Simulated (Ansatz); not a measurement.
# Cadmium, dhcp under r²SCAN: structure, energy and stiffness, part 1 of 2

What does r²SCAN give for cadmium in the dhcp structure? We relax it, solve it on a dense k-mesh, then scale the cell to 7 volumes from 88 to 112 % of the relaxed one and try a fit of the equation of state. Spin polarisation is left out. The k-meshes are 12×12×3 for the relaxation; 15×15×4 for the dense run; 13×13×4 for the volumes.

Computed with Ansatz 0.2.0 (DFT r2SCAN, plane waves (500 eV) with PAW, scalar-relativistic; PAW files made under PBE, frozen cores solved again for the functional, unless a step says otherwise).

## Step 1: Starting point

Symmetry: P6_3/mmc, No. 194, hexagonal system. Conventional cell: a = 3.125 Å, b = 3.125 Å, c = 10.207 Å, α = 90.00°, β = 90.00°, γ = 120.00°. Cd (site symmetry -3m) has 12 Cd at 3.13 Å as nearest neighbours. Cd (site symmetry -6m2) has 12 Cd at 3.13 Å as nearest neighbours.

Coordinates:

```cif
data_structure
_symmetry_space_group_name_H-M 'P6_3/mmc'
_symmetry_Int_Tables_number 194
_cell_length_a 3.1253
_cell_length_b 3.1253
_cell_length_c 10.2072
_cell_angle_alpha 90.000
_cell_angle_beta 90.000
_cell_angle_gamma 120.000
_cell_volume 86.34
loop_
_atom_site_label
_atom_site_type_symbol
_atom_site_symmetry_multiplicity
_atom_site_Wyckoff_symbol
_atom_site_fract_x
_atom_site_fract_y
_atom_site_fract_z
_atom_site_occupancy
Cd1 Cd 2 a 0.00000 0.00000 0.00000 1
Cd2 Cd 2 c 0.33333 0.66667 0.25000 1
```

## Step 2: Relaxation of the cell

The input, input.yaml:

```yaml
crystal:
  lattice:
    - [3.1252932589, 0.0, 0.0]
    - [-1.5626466294, 2.7065833565, 0.0]
    - [0.0, 0.0, 10.2072077835]
  atoms:
    - { symbol: Cd, position: [0.0, 0.0, 0.0] }
    - { symbol: Cd, position: [0.0, 0.0, 0.5] }
    - { symbol: Cd, position: [0.3333333333, 0.6666666667, 0.25] }
    - { symbol: Cd, position: [0.6666666667, 0.3333333333, 0.75] }
hamiltonian:
  xc: r2scan
  pseudopotentials:
    kind: paw
    azcp:
      Cd: "pseudopotentials/Cd.paw.azcp"
basis:
  ecutwfc: 500
  fft_grid_basis: typed
kpoints:
  mp_grid: { grid: [12, 12, 3], shift: [0, 0, 0] }
magnetization:
  spin_polarized: false
scf:
  occupations: { method: fermi_dirac, width: 0.1 }
relax:
  max_steps: 60
  f_tol: 0.01
  cell: {}
```

The run is started by

```console
ansatz run input.yaml --threads 1 --pin off --max-ram 3584MiB --backend cpu --events-out ev --progress --plain --runs-dir out
```

Standard output, cut to the lines that bear on the results:

```text
[...]
Pseudopotentials: kind: paw
Pseudopotential: Cd, paw, valence charge 20, recommended cutoff 500 eV (meta_gga), <dir>
Functional definition: r2SCAN
[...]
Crystal: 4 atoms, lattice volume = 86.341 Å³
Basis set: ecut = 500 eV, 2173 PW (Γ), exchange–correlation on 96×96×300 points (64 copies of the dense FFT grid, shifted against one another)
Bands: 48, of which v1, the nominal top of the filled ones, is band 40 counted from 1 (39 counted from 0)
Symmetry: 24 space group operations
Space group: P63/mmc (ITA 194), of the structure as read, at distance tolerance 4.4e-5 Å
k-points: 38 of 432
[...]
SCF iter   1: F=—  HF=-33072.625885 eV  |F-HF|=—  |Δ(HF+E_count)|=         —  Δρ=6.32e-3  dr2=2.03e-2  dr2_τ=2.44e-2  ethr=1.77e-3  ⟨swp⟩=6.3  Hψ=6278  notcnv=0  defer=13
[...]
relax step   1: F+E_penalty+E_count = -33072.63548016 eV  Δ(F+E_penalty+E_count) = +0.000e0 eV  max|allowed force component| = 1.480e-16 eV/Å  Δτ_max = 0.0000 Å  P = +0.099 GPa  Ω = 86.341 Å³  (8 SCF iters, dr2 threshold 1.00e-7 eV, accepted)
[...]
relax step   7: F+E_penalty+E_count = -33072.63907478 eV  Δ(F+E_penalty+E_count) = -2.619e-4 eV  max|allowed force component| = 1.087e-16 eV/Å  Δτ_max = 0.0000 Å  P = +0.018 GPa  Ω = 86.433 Å³  energy of the carried Pulay correction = -6.350e-5 eV  (12 SCF iters, accepted)
[...]
relax step   8: F+E_penalty+E_count = -33072.63921089 eV  Δ(F+E_penalty+E_count) = -1.361e-4 eV  max|allowed force component| = 1.295e-16 eV/Å  Δτ_max = 0.0000 Å  P = +0.019 GPa  Ω = 86.433 Å³  stress off target by 4.03e-2 GPa  SCF on the basis re-selected at this cell (its energy is not [...]
SCF converged after 5 iterations
Free energy (F): -33072.639211 eV
[...]
E sigma→0 (E₀):  -33072.618780 eV
Entropy (-TS):   -0.040862 eV (-10.215 meV/atom)
Fermi energy:    14.682649 eV
[...]
--- Forces (eV/Å), atoms counted from 1 ---
  atom   1  Cd    -0.00000000     0.00000000     0.00000000
  atom   2  Cd     0.00000000     0.00000000     0.00000000
  atom   3  Cd     0.00000000     0.00000000     0.00000000
  atom   4  Cd    -0.00000000    -0.00000000    -0.00000000
[...]
--- Stress (GPa, compression-positive) ---
        0.040336       0.000000       0.000000
       -0.000000       0.040336      -0.000000
        0.000000      -0.000000      -0.022780
  P = ⅓ Tr σ = 0.0193 GPa (0.193 kbar)
--- Relaxed structure (7 steps of the walk, 5 accepted, 1 SCFs on fresh bases) ---
  F+E_penalty+E_count = -33072.63921089 eV   max|allowed force component| = 1.295e-16 eV/Å   (the final SCF, on the basis selected at the relaxed cell)
  cell:  # Å, volume = 86.4330 Å³
    - [3.1533485974666586, -2.912659579831131e-11, 3.5180769092215037e-34]
    - [-1.5766742987081048, 2.7308799924087195, -1.2271380131013466e-33]
    - [2.2609431944757475e-33, -3.9644689133667345e-33, 10.037030167834159]
  atoms:
    - { symbol: Cd, position: [-1.25009770002149e-33, 4.269434243798363e-34, 1.9654513437517734e-37] }
    - { symbol: Cd, position: [-1.009395116201372e-33, -2.4193460715720583e-33, 0.5] }
    - { symbol: Cd, position: [0.33333333333333326, 0.6666666666666667, 0.25] }
    - { symbol: Cd, position: [0.6666666666666669, 0.3333333333333333, 0.75] }
```

Wall time 2.5 min (1 thread of Intel Xeon Platinum 8259CL at 2.50GHz (Skylake/Cascade Lake), shared host); peak memory 0.8 GiB.

The steps of the relaxation:

```csv
step,energy change (meV/atom),largest force (eV/Å),pressure (GPa),volume (Å³/atom),accepted
1,0.00,0.0000,0.10,21.585,yes
2,-0.21,0.0000,-0.04,21.636,yes
3,0.45,0.0000,0.09,21.616,no
4,-0.09,0.0000,-0.49,21.825,yes
5,-0.83,0.0000,0.32,21.490,yes
6,0.71,0.0000,-0.09,21.684,no
7,-0.90,0.0000,0.02,21.608,yes
8,-0.93,0.0000,0.02,21.608,yes
```

Steps that repeat a cell are solved on a basis chosen anew, so their changes of energy are no gain of the relaxation.

The cell of the run, before and after:

|  | before | after | change |
| --- | --- | --- | --- |
| a (Å) | 3.125 | 3.153 | +0.9 % |
| b (Å) | 3.125 | 3.153 | +0.9 % |
| c (Å) | 10.207 | 10.037 | -1.7 % |
| volume (Å³/atom) | 21.585 | 21.608 | +0.1 % |
| shortest distance (Å) | 3.125 | 3.100 | -0.8 % |
| space group (spins left aside) | P6_3/mmc | P6_3/mmc | same |

## Step 3: Dense single point

The input, input.yaml:

```yaml
crystal:
  lattice:
    - [3.1533485975, 0.0, 0.0]
    - [-1.5766742987, 2.7308799924, 0.0]
    - [0.0, 0.0, 10.0370301678]
  atoms:
    - { symbol: Cd, position: [1.0, 0.0, 0.0] }
    - { symbol: Cd, position: [1.0, 1.0, 0.5] }
    - { symbol: Cd, position: [0.3333333333, 0.6666666667, 0.25] }
    - { symbol: Cd, position: [0.6666666667, 0.3333333333, 0.75] }
hamiltonian:
  xc: r2scan
  pseudopotentials:
    kind: paw
    azcp:
      Cd: "pseudopotentials/Cd.paw.azcp"
basis:
  ecutwfc: 500
  fft_grid_basis: typed
kpoints:
  mp_grid: { grid: [15, 15, 4], shift: [0, 0, 0] }
magnetization:
  spin_polarized: false
scf:
  occupations: { method: fermi_dirac, width: 0.1 }
```

The run is started by

```console
ansatz run input.yaml --threads 1 --pin off --max-ram 3584MiB --backend cpu --events-out ev --progress --plain --runs-dir out
```

Standard output, cut to the lines that bear on the results:

```text
[...]
[... 3 set-up lines as earlier in the session ...]
[...]
Crystal: 4 atoms, lattice volume = 86.433 Å³
Basis set: ecut = 500 eV, 2173 PW (Γ), exchange–correlation on 96×96×300 points (64 copies of the dense FFT grid, shifted against one another)
Bands: 46, of which v1, the nominal top of the filled ones, is band 40 counted from 1 (39 counted from 0)
[... 2 set-up lines as earlier in the session ...]
k-points: 81 of 900
[...]
SCF iter   1: F=—  HF=-33072.621651 eV  |F-HF|=—  |Δ(HF+E_count)|=         —  Δρ=6.33e-3  dr2=2.05e-2  dr2_τ=2.45e-2  ethr=1.77e-3  ⟨swp⟩=6.0  Hψ=12335  notcnv=0  defer=9
[...]
SCF iter   8: F=-33072.630929 eV  HF=-33072.630929 eV  |F-HF|=3.01e-8  |Δ(HF+E_count)|=   2.66e-7  Δρ=3.73e-6  dr2=1.17e-8  dr2_τ=3.71e-10  ethr=1.25e-10  ⟨swp⟩=3.0  Hψ=7589  notcnv=0
[...]
SCF converged after 8 iterations
Free energy (F): -33072.630929 eV
[...]
E sigma→0 (E₀):  -33072.609410 eV
Entropy (-TS):   -0.043038 eV (-10.760 meV/atom)
Fermi energy:    14.715446 eV
[...]
```

Run time: 30 s. Hardware: 1 thread of Intel Xeon Platinum 8259CL at 2.50GHz (Skylake/Cascade Lake), shared host; peak memory 0.82 GiB.

## Step 4: Volume × 0.88

input.yaml: that of step 3 with these lines changed.

```diff
@@ -2,5 +2,5 @@
   lattice:
-    - [3.1533485975, 0.0, 0.0]
-    - [-1.5766742987, 2.7308799924, 0.0]
-    - [0.0, 0.0, 10.0370301678]
+    - [3.0218034172, 0.0, 0.0]
+    - [-1.5109017086, 2.6169585246, 0.0]
+    - [0.0, 0.0, 9.6183251304]
   atoms:
@@ -20,3 +20,3 @@
 kpoints:
-  mp_grid: { grid: [15, 15, 4], shift: [0, 0, 0] }
+  mp_grid: { grid: [13, 13, 4], shift: [0, 0, 0] }
 magnetization:
@@ -25 +25,4 @@
   occupations: { method: fermi_dirac, width: 0.1 }
+  lower_state_search: "off"
+output:
+  stress: true
```

The run is started by

```console
ansatz run input.yaml --threads 1 --pin off --max-ram 3584MiB --backend cpu --events-out ev --progress --plain --runs-dir out
```

Standard output, cut to the lines that bear on the results:

```text
[...]
[... 3 set-up lines as earlier in the session ...]
[...]
Crystal: 4 atoms, lattice volume = 76.061 Å³
Basis set: ecut = 500 eV, 1967 PW (Γ), exchange–correlation on 96×96×288 points (64 copies of the dense FFT grid, shifted against one another)
Bands: 46, of which v1, the nominal top of the filled ones, is band 40 counted from 1 (39 counted from 0)
[... 1 set-up line as earlier in the session ...]
Space group: P63/mmc (ITA 194), of the structure as read, at distance tolerance 4.2e-5 Å
k-points: 63 of 676
[...]
SCF iter   1: F=-33072.324564 eV  HF=-33072.314768 eV  |F-HF|=9.80e-3  |Δ(HF+E_count)|=         —  Δρ=6.74e-3  dr2=1.96e-2  dr2_τ=2.71e-2  ethr=1.77e-3  ⟨swp⟩=6.1  Hψ=9817  notcnv=0  defer=3
[...]
SCF iter   7: F=-33072.331322 eV  HF=-33072.331322 eV  |F-HF|=1.50e-7  |Δ(HF+E_count)|=   1.11e-6  Δρ=1.06e-5  dr2=8.45e-8  dr2_τ=3.64e-9  ethr=1.25e-10  ⟨swp⟩=2.9  Hψ=10342  notcnv=0
[...]
SCF converged after 7 iterations
Free energy (F): -33072.331322 eV
[...]
E sigma→0 (E₀):  -33072.306398 eV
Entropy (-TS):   -0.049848 eV (-12.462 meV/atom)
Fermi energy:    17.456987 eV
[...]
--- Stress (GPa, compression-positive) ---
        9.733777       0.000000       0.000000
        0.000000       9.733777       0.000000
        0.000000       0.000000      10.234174
  P = ⅓ Tr σ = 9.9006 GPa (99.006 kbar)
```

Run time: 29 s. Hardware: 1 thread of Intel Xeon Platinum 8259CL at 2.50GHz (Skylake/Cascade Lake), shared host; peak memory 0.81 GiB.

## Step 5: Volume × 0.92

input.yaml: that of step 4 with these lines changed.

```diff
@@ -2,5 +2,5 @@
   lattice:
-    - [3.0218034172, 0.0, 0.0]
-    - [-1.5109017086, 2.6169585246, 0.0]
-    - [0.0, 0.0, 9.6183251304]
+    - [3.0669116111, 0.0, 0.0]
+    - [-1.5334558055, 2.6560233664, 0.0]
+    - [0.0, 0.0, 9.7619033897]
   atoms:
```

The run is started by

```console
ansatz run input.yaml --threads 1 --pin off --max-ram 3584MiB --backend cpu --events-out ev --progress --plain --runs-dir out
```

Standard output, cut to the lines that bear on the results:

```text
[...]
[... 3 set-up lines as earlier in the session ...]
[...]
Crystal: 4 atoms, lattice volume = 79.518 Å³
Basis set: ecut = 500 eV, 2015 PW (Γ), exchange–correlation on 96×96×288 points (64 copies of the dense FFT grid, shifted against one another)
Bands: 46, of which v1, the nominal top of the filled ones, is band 40 counted from 1 (39 counted from 0)
[... 1 set-up line as earlier in the session ...]
Space group: P63/mmc (ITA 194), of the structure as read, at distance tolerance 4.3e-5 Å
k-points: 63 of 676
[...]
SCF iter   1: F=-33072.491137 eV  HF=-33072.485534 eV  |F-HF|=5.60e-3  |Δ(HF+E_count)|=         —  Δρ=6.60e-3  dr2=2.03e-2  dr2_τ=2.60e-2  ethr=1.77e-3  ⟨swp⟩=6.1  Hψ=9800  notcnv=0  defer=7
[...]
SCF iter   7: F=-33072.498280 eV  HF=-33072.498280 eV  |F-HF|=1.80e-7  |Δ(HF+E_count)|=   1.29e-6  Δρ=1.05e-5  dr2=9.70e-8  dr2_τ=3.51e-9  ethr=1.25e-10  ⟨swp⟩=3.0  Hψ=10474  notcnv=0
[...]
SCF converged after 7 iterations
Free energy (F): -33072.498280 eV
[...]
E sigma→0 (E₀):  -33072.472327 eV
Entropy (-TS):   -0.051905 eV (-12.976 meV/atom)
Fermi energy:    16.473177 eV
[...]
--- Stress (GPa, compression-positive) ---
        5.652862      -0.000000       0.000000
       -0.000000       5.652862       0.000000
        0.000000       0.000000       5.970777
  P = ⅓ Tr σ = 5.7588 GPa (57.588 kbar)
```

It took 29 s on 1 thread of Intel Xeon Platinum 8259CL at 2.50GHz (Skylake/Cascade Lake), shared host; peak memory 0.82 GiB.

(Continued in part 2 of 2.)
